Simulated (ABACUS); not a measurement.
Runs of ABACUS 3.10.1 on HfO2. The structure is cubic, space group Fm-3m (No. 225). Conventional cell: a = 5.115 Å, b = 5.115 Å, c = 5.115 Å, α = 90.00°, β = 90.00°, γ = 90.00°. Hf (site symmetry m-3m) has 8 O at 2.21 Å as nearest neighbours. O (site symmetry -43m) has 4 Hf at 2.21 Å as nearest neighbours. Measurements of this composition are mostly on another form, of space group No. 14.

| task | level | potentials or basis | cell | k mesh | cutoff (eV) | path | points for each segment of the path | SCF threshold on the density | eigensolver | symmetry key | gap on the mesh (eV) | pressure (GPa) | V0 of scaled cells (Å³/atom) | B0 (GPa) |
| --- | --- | --- | --- | --- | --- | --- | --- | --- | --- | --- | --- | --- | --- | --- |
| single point | PBEsol | PseudoDojo NC SR 0.4 PBEsol stringent, plane waves | as given | 7 × 7 × 7 | 1796 | - | - | 1e-08 | dav | 1 | 3.78 | (a) | - | - |
| equation of state | PBEsol | PseudoDojo NC SR 0.4 PBEsol stringent, plane waves | as given | 7 × 7 × 7 | 1796 | - | - | 1e-08 | dav | 1 | - | - | 10.66 | 266 |
| relaxation of cell and atoms | rPW86PBE | PseudoDojo NC SR 0.5 PBE standard, plane waves | relaxed | 7 × 7 × 7 | 1143 | - | - | 1e-08 | dav | 1 | 3.91 | 0.0 | - | - |
| single point | PBE | PseudoDojo NC SR 0.5 PBE stringent, plane waves | as given | 7 × 7 × 7 | 1796 | - | - | 1e-08 | dav | 1 | 3.90 | -3.2 | - | - |
| equation of state | PBE | PseudoDojo NC SR 0.5 PBE stringent, plane waves | as given | 7 × 7 × 7 | 1796 | - | - | 1e-08 | dav | 1 | - | - | (b) | 247 |

Alike in all rows: no spin polarisation; smearing fermi-dirac 0.05 eV.

Q: Fill in the values left out.

A: (a) -10.8; (b) 11.00.

Caveats: spin-orbit coupling is left out, which moves the levels of the heavy elements (some runs); an odd mesh through Γ misses points on the zone boundary, where band edges often lie (some runs); the potentials were made for another functional, which shifts forces and pressure (some runs).

A k mesh can miss the band edges, and the runs leave out spin-orbit coupling on Hf.

Not every run made on this cell is shown here.
